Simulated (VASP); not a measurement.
# Al (Fm-3m) in VASP: further runs, part 2 of 2

VASP 6.6.1. The steps go on from the part before.

## 5. Relaxation of the atoms, PBE+D3(BJ) (a relaxed cell with its volume scaled by 0.98)

Contents of INCAR:

```
PREC = Accurate
ENCUT = 600
EDIFF = 1E-7
ISMEAR = 1
SIGMA = 0.1
LREAL = F
LASPH = T
NELM = 80
ALGO = Normal
ISIF = 2
LWAVE = F
LCHARG = F
GGA = PE
IVDW = 12
IBRION = 2
NSW = 40
EDIFFG = -0.01
```

Contents of KPOINTS:

```
regular mesh
0
Gamma
  16 16 16
```

Contents of POSCAR:

```
Al                                      
1.0
    0.0000000000      1.9778730286      1.9778730286
    1.9778730286      0.0000000000      1.9778730286
    1.9778730286      1.9778730286      0.0000000000
  Al            
     1
Direct
     0.0000000000000000    0.0000000000000000    0.0000000000000000
```

Potentials or basis: VASP PAW PBE potentials, release 64 (Al).

Started as:

```console
$ cat potpaw_PBE.64/Al/POTCAR > POTCAR
$ mpirun -np 1 vasp_std > vasp.out
```

OUTCAR:

```text
PREC = Accurate
   ENCUT = 600
   EDIFF = 1E-7
   ISMEAR = 1
   LREAL = F
   LASPH = T
   NELM = 80
   ISIF = 2
   GGA = PE
   IVDW = 12
   IBRION = 2
   NSW = 40
   EDIFFG = -0.01
 IVDW          = 12

 ion  position               nearest neighbor table
   1  0.000  0.000  0.000-

  LATTYP: Found a face centered cubic cell.
 ALAT       =     3.9557460572

  Lattice vectors:

 A1 = (   0.0000000000,   1.9778730286,   1.9778730286)
 A2 = (   1.9778730286,   0.0000000000,   1.9778730286)
 A3 = (   1.9778730286,   1.9778730286,   0.0000000000)

Analysis of symmetry for initial positions (statically):
=====================================================================
 Subroutine PRICEL returns:
 Original cell was already a primitive cell.

 Routine SETGRP: Setting up the symmetry group for a
 face centered cubic supercell.

 Subroutine GETGRP returns: Found 48 space group operations
 (whereof 48 operations were pure point group operations)
 out of a pool of 48 trial point group operations.

The static configuration has the point symmetry O_h .

Analysis of symmetry for dynamics (positions and initial velocities):
=====================================================================
 Subroutine PRICEL returns:
 Original cell was already a primitive cell.

 Routine SETGRP: Setting up the symmetry group for a
 face centered cubic supercell.

 Subroutine GETGRP returns: Found 48 space group operations
 (whereof 48 operations were pure point group operations)
 out of a pool of 48 trial point group operations.

The dynamic configuration has the point symmetry O_h .

 Subroutine INISYM returns: Found 48 space group operations
 (whereof 48 operations are pure point group operations),
 and found     1 'primitive' translations

----------------------------------------------------------------------------------------

                                     Primitive cell

  volume of cell :      15.4748

  direct lattice vectors                    reciprocal lattice vectors
     0.000000000  1.977873029  1.977873029    -0.252796814  0.252796814  0.252796814
     1.977873029  0.000000000  1.977873029     0.252796814 -0.252796814  0.252796814
     1.977873029  1.977873029  0.000000000     0.252796814  0.252796814 -0.252796814

  length of vectors
     2.797134862  2.797134862  2.797134862     0.437856926  0.437856926  0.437856926

  position of ions in fractional coordinates (direct lattice)
     0.000000000  0.000000000  0.000000000

  ion indices of the primitive-cell ions
   primitive index   ion index
                 1           1

----------------------------------------------------------------------------------------

 KPOINTS: regular mesh

Automatic generation of k-mesh.
 Grid dimensions read from file:
 generate k-points for:   16   16   16

 Generating k-lattice:

  Cartesian coordinates                     Fractional coordinates (reciprocal lattice)
    -0.015799801  0.015799801  0.015799801     0.062500000  0.000000000  0.000000000
     0.015799801 -0.015799801  0.015799801     0.000000000  0.062500000  0.000000000
     0.015799801  0.015799801 -0.015799801     0.000000000  0.000000000  0.062500000

  Length of vectors
     0.027366058  0.027366058  0.027366058

  Shift w.r.t. Gamma in fractional coordinates (k-lattice)
     0.000000000  0.000000000  0.000000000

 Subroutine IBZKPT returns following result:
 ===========================================

 Found    145 irreducible k-points:

 Following reciprocal coordinates:
            Coordinates               Weight
  0.000000  0.000000  0.000000      1.000000
  0.062500  0.000000  0.000000      8.000000
  0.125000  0.000000  0.000000      8.000000
  0.187500  0.000000  0.000000      8.000000
  0.250000  0.000000  0.000000      8.000000
  0.312500  0.000000  0.000000      8.000000
[... 16 lines left out ...]
 -0.125000  0.062500  0.000000     24.000000
 -0.062500  0.062500  0.000000     12.000000
 [... further k-points ...]
   k-points           NKPTS =    145   k-points in BZ     NKDIM =    145   number of bands    NBANDS=      5
   number of dos      NEDOS =    301   number of ions     NIONS =      1
   total plane-waves  NPLWV =  13824
   dimension x,y,z NGX =    24 NGY =   24 NGZ =   24
   dimension x,y,z NGXF=    48 NGYF=   48 NGZF=   48
   ions per type =               1
   NGX,Y,Z   is equivalent  to a cutoff of  14.26, 14.26, 14.26 a.u.
   NGXF,Y,Z  is equivalent  to a cutoff of  28.53, 28.53, 28.53 a.u.
 SYSTEM =  unknown system
   PREC   = accura    normal or accurate (medium, high low for compatibility)
   ISTART =      0    job   : 0-new  1-cont  2-samecut
   ICHARG =      2    charge: 1-file 2-atom 10-const
   ISPIN  =      1    spin polarized calculation?
   LNONCOLLINEAR =      F non collinear calculations
   LSORBIT =      F    spin-orbit coupling
   LASPH  =      T    aspherical Exc in radial PAW
   ENCUT  =  600.0 eV  44.10 Ry    6.64 a.u.   5.59  5.59  5.59*2*pi/ulx,y,z
   NELM   =     80;   NELMIN=  2; NELMDL= -5     # of ELM steps
   EDIFF  = 0.1E-06   stopping-criterion for ELM
   LREAL  =      F    real-space projection
   EDIFFG = -.1E-01   stopping-criterion for IOM
   NSW    =     40    number of steps for IOM
   IBRION =      2    ionic relax: 0-MD 1-quasi-New 2-CG
   NFREE  =      1    steps in history (QN), initial steepest desc. (CG)
   ISIF   =      2    stress and relaxation
   ISYM   =      2    0-nonsym 1-usesym 2-fastsym
   POTIM  = 0.5000    time-step for ionic-motion
   TEBEG  =    0.0;   TEEND  =   0.0 temperature during run
   PSTRESS=    0.0 pullay stress
   NELECT =       3.0000    total number of electrons
   NUPDOWN=      -1.0000    fix difference up-down
   EMIN   =  10.00;   EMAX   =-10.00  energy-range for DOS
   EFERMI =   0.00;   METHOD = LEGACY
   ISMEAR =     1;   SIGMA  =   0.10  broadening in eV -4-tet -1-fermi 0-gaus
   EFERMI_NEDOS =   21; number of points for ismear=-14 and -15
   IALGO  =     38    algorithm
   IMIX   =      4    mixing-type and parameters
     AMIX     =   0.40;   BMIX     =  1.00
     AMIX_MAG =   1.60;   BMIX_MAG =  1.00
  volume/ion in A,a.u.               =      15.47       104.43
  Fermi-wavevector in a.u.,A,eV,Ry     =   0.947488  1.790492 12.214394  0.897733
  Thomas-Fermi vector in A             =   2.075586
   LORBIT       =      0    0 simple, 1 ext, 2 COOP (PROOUT), +10 PAW based schemes
   GGA     = PE    functional components
   LHFCALC =     F    Hartree Fock is set to
   AEXX    =    0.0000 exact exchange contribution
   IVDW    =    12    specifies the selected vdW correction
   LEPSILON=     F    determine dielectric tensor
   LRPA    =     F    only Hartree local field effects (RPA)
 conjugate gradient relaxation of ions
 non-spin polarized calculation
 Methfessel and Paxton  Order N= 1 SIGMA  =   0.10
  energy-cutoff  :      600.00
  volume of cell :       15.47
 maximum number of plane-waves:       534
   NGX = 11   NGY = 11   NGZ = 11

 number of electron       3.0000000 magnetization

 Free energy of the ion-electron system (eV)
  ---------------------------------------------------
  ext. energy  EPLUGINS =         0.00000000
  ---------------------------------------------------
  free energy    TOTEN  =        -3.73462967 eV

  energy without entropy =       -3.73489155  energy(sigma->0) =       -3.73471697

 E-fermi :   8.7048     XC(G=0): -10.4310

 val. band max:        8.6655939199   @ k =  -0.2500   0.3125   0.1250
 cond. band min:       8.7391906809   @ k =  -0.2500   0.5000   0.2500
 fundamental gap:      0.0735967610
 Fermi energy:         8.7047598907

 k-point     1 :       0.0000    0.0000    0.0000
  band No.  band energies     occupation
      1      -2.8996      2.00000
      2      21.6669      0.00000
      3      21.6669      0.00000
      4      21.6669      0.00000
      5      23.6586      0.00000

 k-point     2 :       0.0625    0.0000    0.0000
  band No.  band energies     occupation
      1      -2.7888      2.00000
      2      19.9047      0.00000
      3      21.3516      0.00000
      4      21.3516      0.00000
      5      24.1526      0.00000
[... 169 lines left out ...]
 k-point    24 :      -0.0625    0.0625    0.0000
  band No.  band energies     occupation
      1      -2.6043      2.00000
      2      18.7739      0.00000
      3      19.6419      0.00000
      4      21.9546      0.00000
      5      23.8549      0.00000

 [... further k-points ...]

------------------------ aborting loop because EDIFF is reached ----------------------------------------

 Edisp (eV)   -0.35954

 E8    (eV) :    -0.1609

  FORCE on cell =-STRESS in cart. coord.  units (eV):
  Direction    XX          YY          ZZ          XY          YZ          ZX
  --------------------------------------------------------------------------------------
  -------------------------------------------------------------------------------------
  Total       0.17990     0.17990     0.17990    -0.00000     0.00000     0.00000
  in kB      18.62535    18.62535    18.62535    -0.00000     0.00000     0.00000
  external pressure =       18.63 kB  Pullay stress =        0.00 kB

 VOLUME and BASIS-vectors are now :
 -----------------------------------------------------------------------------
  energy-cutoff  :      600.00
  volume of cell :       15.47
      direct lattice vectors                 reciprocal lattice vectors
     0.000000000  1.977873029  1.977873029    -0.252796814  0.252796814  0.252796814
     1.977873029  0.000000000  1.977873029     0.252796814 -0.252796814  0.252796814
     1.977873029  1.977873029  0.000000000     0.252796814  0.252796814 -0.252796814

 POSITION                                       TOTAL-FORCE (eV/Angst)
 -----------------------------------------------------------------------------------
      0.00000      0.00000      0.00000         0.000000      0.000000      0.000000
 -----------------------------------------------------------------------------------
    total drift:                                0.000000     -0.000000     -0.000000

  FREE ENERGIE OF THE ION-ELECTRON SYSTEM (eV)
  ---------------------------------------------------
  free  energy   TOTEN  =        -4.0941734280 eV

  energy  without entropy=       -4.0944353068  energy(sigma->0) =       -4.09426072

 reached required accuracy - stopping structural energy minimisation
```

It took 3.8 s on 1 thread of Intel Xeon 6975P-C (Granite Rapids), shared host; peak memory 0.15 GiB.

What came out:

- Free energy: -4.0942 eV
- Pressure after relaxing: 1.9 GPa
- Band gap on the k mesh: none (metal or under the smearing width)
- Dispersion energy per atom: -0.360 eV

Final structure:
```
Al
1.0
     0.00000    1.97787    1.97787
     1.97787    0.00000    1.97787
     1.97787    1.97787    0.00000
Al
1
Direct
  0.00000 0.00000 0.00000
```

Caveat: the relaxation stopped at its first step, so nothing moved; pairwise dispersion overbinds metals, which lowers pressure and volume.

## 6. Relaxation of the atoms, PBE+D3(BJ)

INCAR is that of step 5.

KPOINTS is that of step 5.

Contents of POSCAR:

```
Al                                      
1.0
    0.0000000000      1.9912374409      1.9912374409
    1.9912374409      0.0000000000      1.9912374409
    1.9912374409      1.9912374409      0.0000000000
  Al            
     1
Direct
     0.0000000000000000    0.0000000000000000    0.0000000000000000
```

Potentials or basis: VASP PAW PBE potentials, release 64 (Al).

Started as:

```console
$ cat potpaw_PBE.64/Al/POTCAR > POTCAR
$ mpirun -np 1 vasp_std > vasp.out
```

Run time: 3.7 s. Hardware: 1 thread of Intel Xeon 6975P-C (Granite Rapids), shared host; peak memory 0.14 GiB.

Results (log left out):

```
Free energy                : -4.0960 eV
Pressure after relaxing    : 0.0 GPa
Band gap on the k mesh     : none (metal or under the smearing width)
Dispersion energy per atom : -0.352 eV
```

Final structure:
```xyz
1
Lattice="0.0000 1.9912 1.9912 1.9912 0.0000 1.9912 1.9912 1.9912 0.0000" Properties=species:S:1:pos:R:3 pbc="T T T"
Al    0.0000    0.0000    0.0000
```

Levels at points of the mesh, in eV from the Fermi level:
```
           k point  band 1  band 2  band 3  band 4  band 5
(0.00, 0.00, 0.00)  -11.47   12.84   12.84   12.84   14.67
(0.50, 0.00, 0.00)   -4.79   -4.46   11.64   11.64   11.86
(0.50, 0.50, 0.00)   -3.05   -1.64    5.24    5.78    5.78
```

Caveat: the relaxation stopped at its first step, so nothing moved; pairwise dispersion overbinds metals, which lowers pressure and volume.

## 7. The runs side by side

```csv
task,cell,gap on the mesh (eV),pressure (GPa)
relaxation of cell and atoms,relaxed,none,0.0
relaxation of the atoms,atoms relaxed from: a relaxed cell with its volume scaled by 0.94,none,6.2
relaxation of the atoms,atoms relaxed from: a relaxed cell with its volume scaled by 0.96,none,3.9
relaxation of the atoms,atoms relaxed from: a relaxed cell with its volume scaled by 0.98,none,1.9
relaxation of the atoms,atoms relaxed,none,0.0
```

Alike in all rows: level PBE+D3(BJ); potentials or basis VASP PAW PBE potentials, release 64 (Al); no spin polarisation; k mesh 16 × 16 × 16; cutoff (eV) 600; smearing methfessel-paxton 0.1 eV.

Caveats: the relaxation stopped at its first step, so nothing moved; pairwise dispersion overbinds metals, which lowers pressure and volume.

Absolute energies hang on the potentials; compare differences alone.
